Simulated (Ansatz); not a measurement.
Runs of Ansatz 0.2.0 on FeGe2. The structure is tetragonal, space group I4/mcm (No. 140). Conventional cell: a = 5.919 Å, b = 5.919 Å, c = 4.903 Å, α = 90.00°, β = 90.00°, γ = 90.00°. Ge (site symmetry m2m) is surrounded by 4 Fe at 2.55 Å and 3 Ge at 2.59 to 2.92 Å. Fe (site symmetry 422) is surrounded by 2 Fe at 2.45 Å and 8 Ge at 2.55 Å. The cell is a database's computed one.

```csv
spin,k mesh,gap on the mesh (eV),pressure (GPa),moment (μB),largest force (eV/Å)
"collinear, ferromagnetic start",7 × 7 × 7,none,-5.4,2.39,0.15
"non-collinear, random start",5 × 5 × 5,none,(a),2.29,0.27
"collinear, antiferromagnetic start",7 × 7 × 7,none,-5.4,2.39,0.15
"collinear, ferrimagnetic start",7 × 7 × 7,none,-5.4,2.39,0.15
"collinear, random start",7 × 7 × 7,none,-5.4,2.39,0.15
off,7 × 7 × 7,none,-7.5,-,0.33
```

Alike in all rows: task single point; level PBEsol; potentials or basis Ansatz PAW; cell as given; cutoff (eV) 420; smearing fermi-dirac 0.05 eV.

Estimate the missing entries.

(a) -5.8.

Caveats: the PAW data sets come from PBE, with cores solved anew for the run's functional, which leaves a small shift of forces and pressure; the starting moments weren't kept (some runs).

A k mesh can miss the band edges, and the runs leave out spin-orbit coupling on Ge.

A gap of «none» marks a metal or a gap under the smearing width.
